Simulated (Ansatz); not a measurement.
## Eu (Im-3m): majority and minority states

Geometry: a structure as deposited in COD; nothing is relaxed.

Functional, mesh and filling: PBE, 10×10×10 k mesh, Fermi–Dirac smearing of 0.05 eV. LAPW is all-electron LAPW in Ansatz 0.2.0. Site moments are integrated in spheres about the atoms.

The run was typed so:

```yaml
crystal:
  lattice:
    - [-2.303, 2.303, 2.303]
    - [2.303, -2.303, 2.303]
    - [2.303, 2.303, -2.303]
  atoms:
    - { symbol: Eu, position: [0.0, 0.0, 0.0], spin: 7.1 }
magnetization:
  spin_polarized: true
kpoints:
  mp_grid: { grid: [10, 10, 10] }
scf:
  occupations: { method: fermi_dirac, width: 0.05 }
hamiltonian:
  xc: pbe
  pseudopotentials: { kind: all_electron, lapw: { basis_error: 0.0005 } }
output:
  forces: true
  stress: true
  eigenvalues: false
  populations: true
  dos: { projected: true, de: 0.1, e_range: [-8, 5] }
```

Command: `ansatz run input.yaml --threads 1 --pin off --max-ram 3072MiB --backend cpu --events-out ev --progress --plain --runs-dir out`

Give the density of states by spin, smoothed by a Gaussian of 0.15 eV.


```json
{"E − E_F (eV)": "-7.00", "majority (states/eV/cell)": "0.00", "minority (states/eV/cell)": "0.00"}
{"E − E_F (eV)": "-6.75", "majority (states/eV/cell)": "0.00", "minority (states/eV/cell)": "0.00"}
{"E − E_F (eV)": "-6.50", "majority (states/eV/cell)": "0.00", "minority (states/eV/cell)": "0.00"}
{"E − E_F (eV)": "-6.25", "majority (states/eV/cell)": "0.00", "minority (states/eV/cell)": "0.00"}
{"E − E_F (eV)": "-6.00", "majority (states/eV/cell)": "0.00", "minority (states/eV/cell)": "0.00"}
{"E − E_F (eV)": "-5.75", "majority (states/eV/cell)": "0.00", "minority (states/eV/cell)": "0.00"}
{"E − E_F (eV)": "-5.50", "majority (states/eV/cell)": "0.00", "minority (states/eV/cell)": "0.00"}
{"E − E_F (eV)": "-5.25", "majority (states/eV/cell)": "0.00", "minority (states/eV/cell)": "0.00"}
{"E − E_F (eV)": "-5.00", "majority (states/eV/cell)": "0.00", "minority (states/eV/cell)": "0.00"}
{"E − E_F (eV)": "-4.75", "majority (states/eV/cell)": "0.00", "minority (states/eV/cell)": "0.00"}
{"E − E_F (eV)": "-4.50", "majority (states/eV/cell)": "0.00", "minority (states/eV/cell)": "0.00"}
{"E − E_F (eV)": "-4.25", "majority (states/eV/cell)": "0.00", "minority (states/eV/cell)": "0.00"}
{"E − E_F (eV)": "-4.00", "majority (states/eV/cell)": "0.03", "minority (states/eV/cell)": "0.00"}
{"E − E_F (eV)": "-3.75", "majority (states/eV/cell)": "0.06", "minority (states/eV/cell)": "0.00"}
{"E − E_F (eV)": "-3.50", "majority (states/eV/cell)": "0.09", "minority (states/eV/cell)": "0.00"}
{"E − E_F (eV)": "-3.25", "majority (states/eV/cell)": "0.11", "minority (states/eV/cell)": "0.03"}
{"E − E_F (eV)": "-3.00", "majority (states/eV/cell)": "0.14", "minority (states/eV/cell)": "0.06"}
{"E − E_F (eV)": "-2.75", "majority (states/eV/cell)": "0.16", "minority (states/eV/cell)": "0.08"}
{"E − E_F (eV)": "-2.50", "majority (states/eV/cell)": "0.19", "minority (states/eV/cell)": "0.11"}
{"E − E_F (eV)": "-2.25", "majority (states/eV/cell)": "0.23", "minority (states/eV/cell)": "0.13"}
{"E − E_F (eV)": "-2.00", "majority (states/eV/cell)": "0.29", "minority (states/eV/cell)": "0.15"}
{"E − E_F (eV)": "-1.75", "majority (states/eV/cell)": "0.38", "minority (states/eV/cell)": "0.18"}
{"E − E_F (eV)": "-1.50", "majority (states/eV/cell)": "0.51", "minority (states/eV/cell)": "0.22"}
{"E − E_F (eV)": "-1.25", "majority (states/eV/cell)": "0.55", "minority (states/eV/cell)": "0.27"}
{"E − E_F (eV)": "-1.00", "majority (states/eV/cell)": "0.81", "minority (states/eV/cell)": "0.35"}
{"E − E_F (eV)": "-0.75", "majority (states/eV/cell)": "6.10", "minority (states/eV/cell)": "0.46"}
{"E − E_F (eV)": "-0.50", "majority (states/eV/cell)": "17.04", "minority (states/eV/cell)": "0.49"}
{"E − E_F (eV)": "-0.25", "majority (states/eV/cell)": "5.56", "minority (states/eV/cell)": "0.49"}
{"E − E_F (eV)": "0.00", "majority (states/eV/cell)": "1.17", "minority (states/eV/cell)": "0.59"}
{"E − E_F (eV)": "0.25", "majority (states/eV/cell)": "1.54", "minority (states/eV/cell)": "0.50"}
{"E − E_F (eV)": "0.50", "majority (states/eV/cell)": "1.42", "minority (states/eV/cell)": "0.40"}
{"E − E_F (eV)": "0.75", "majority (states/eV/cell)": "1.13", "minority (states/eV/cell)": "0.89"}
{"E − E_F (eV)": "1.00", "majority (states/eV/cell)": "0.89", "minority (states/eV/cell)": "1.55"}
{"E − E_F (eV)": "1.25", "majority (states/eV/cell)": "0.72", "minority (states/eV/cell)": "1.37"}
{"E − E_F (eV)": "1.50", "majority (states/eV/cell)": "0.48", "minority (states/eV/cell)": "1.14"}
{"E − E_F (eV)": "1.75", "majority (states/eV/cell)": "0.26", "minority (states/eV/cell)": "0.91"}
{"E − E_F (eV)": "2.00", "majority (states/eV/cell)": "0.40", "minority (states/eV/cell)": "0.72"}
{"E − E_F (eV)": "2.25", "majority (states/eV/cell)": "0.65", "minority (states/eV/cell)": "0.50"}
{"E − E_F (eV)": "2.50", "majority (states/eV/cell)": "0.78", "minority (states/eV/cell)": "0.34"}
{"E − E_F (eV)": "2.75", "majority (states/eV/cell)": "0.96", "minority (states/eV/cell)": "0.50"}
{"E − E_F (eV)": "3.00", "majority (states/eV/cell)": "1.14", "minority (states/eV/cell)": "0.72"}
```
Site moments (μB): Eu 7.21. Cell moment 7.40 μB.

Löwdin populations of d and f shells (filled inner shells left out):

```
shell    up  down
Eu 5d  0.89  0.43
Eu 4f  6.89  0.00
```

Without U a semilocal functional puts the f levels too near the Fermi level, which can change moments and the order of magnetic states; site and cell moments are spin moments. Spin–orbit coupling is left out although heavy atoms are present. With open f shells a run can end in a state that isn't the lowest. The magnetic state is the one that this cell and start allow. It needn't be the compound's measured order, which may need a larger cell or be absent.
